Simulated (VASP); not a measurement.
Wanted: the native input for a VASP 6.6.1 run.

```
Task                   : relaxation of cell and atoms
Functional             : r2SCAN
Potentials or basis    : VASP PAW PBE potentials, release 64 (Na_pv, Cl)
Cutoff                 : 600 eV
k mesh                 : 8 × 8 × 8
Occupations            : gaussian, width 0.03 eV
Spin                   : no spin polarisation
Target pressure        : 12 GPa
Further INCAR settings : ALGO = Normal; EDIFF = 1e-06; IBRION = 2; EDIFFG = -0.01; NSW = 90; ISIF = 3
Target pressure        : 12 GPa
```

The structure of NaCl lies in POSCAR:

```
NaCl
1.0
    0.0000000000      2.8100000000      2.8100000000
    2.8100000000      0.0000000000      2.8100000000
    2.8100000000      2.8100000000      0.0000000000
Na Cl
1 1
Direct
    0.0000000000      0.0000000000      0.0000000000
    0.5000000000      0.5000000000      0.5000000000
```

These files were run (other wordings do the same):

INCAR

```
PREC = Accurate
ENCUT = 600
EDIFF = 1E-6
ISMEAR = 0
SIGMA = 0.03
LREAL = False
LASPH = True
NELM = 80
ALGO = Normal
ISIF = 3
LWAVE = False
LCHARG = False
METAGGA = R2SCAN
LMIXTAU = True
IBRION = 2
NSW = 90
EDIFFG = -0.01
PSTRESS = 120.0
```

KPOINTS

```
Automatic mesh
0
Gamma
  8 8 8
```

Potentials or basis: VASP PAW PBE potentials, release 64 (Na_pv, Cl).

Command:

```console
$ cat potpaw_PBE.64/Na_pv/POTCAR potpaw_PBE.64/Cl/POTCAR > POTCAR
$ mpirun -np 1 vasp_std > vasp.out
```

Results of the run:

| Quantity | Value |
| --- | --- |
| Relaxed volume | 17.13 Å³/atom |
| Relaxed cell | a = 3.645 Å, b = 3.645 Å, c = 3.645 Å, α = 60.00°, β = 60.00°, γ = 60.00° |
| Space group after relaxing (to 0.05 Å) | Fm-3m (No. 225) |
| Energy change on relaxing (the enthalpy is what falls) | +140.0 meV/atom |
| Ionic steps | 2 |
| Pressure after relaxing | 12.1 GPa |
| Band gap on the k mesh | 7.30 eV, direct |

Caveat: the cell is relaxed towards a set pressure, so the enthalpy falls and the energy may rise; the volume moved by over 15 % at a fixed basis, so the end points are rough; the PAW data sets were made with another functional, which shifts forces and pressure a little.

Run time: 2.1 min on 1 thread of AMD EPYC 7R13 Processor (Zen 3) (shared host), peak memory 0.16 GiB.
